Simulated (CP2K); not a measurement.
C in CP2K: the effect of functional

Crystal: C.

```xyz
12
Lattice="2.5221 0.0000 0.0000 -1.2611 2.1842 0.0000 0.0000 0.0000 12.3557" Properties=species:S:1:pos:R:3 pbc="T T T"
C     1.2611    0.7281    4.3760
C     0.0000    1.4561   10.5539
C     1.2611    0.7281    1.8018
C     0.0000    1.4561    7.9797
C     1.2611    0.7281    5.9205
C     0.0000    1.4561   12.0983
C     1.2611    0.7281    0.2574
C     0.0000    1.4561    6.4352
C     0.0000    0.0000   10.0390
C     0.0000    0.0000    3.8612
C     0.0000    0.0000    8.4945
C     0.0000    0.0000    2.3167
```

This is a hexagonal form of diamond, not graphite.

Alike in all runs:

* Program: CP2K 2026.2
* Task: band structure
* Potentials or basis: POTENTIAL_UZH C GTH-PBE-q4; DZVP-MOLOPT-PBE-GTH basis
* Density cutoff: 9184 eV
* k mesh: 9 × 9 × 2
* Occupations: fermi-dirac, width 0.05 eV
* Spin: no spin polarisation

```csv
functional,gap on the mesh (eV),pressure (GPa)
PBE,4.79,4.1
LDA,4.62,0.5
PBEsol,4.65,0.7
WC,4.69,1.2
vdW-DF-cx,?,?
RPBE,4.85,5.5
TASK,4.79,10.3
```

Question: What does the run with functional vdW-DF-cx give?

Answer: gap on the mesh 4.74 eV; pressure 2.1 GPa.

Caveats: the basis of atomic orbitals isn't converged, which shifts pressures, moduli and gaps; the potentials were made for another functional, which shifts forces and pressure (some runs).

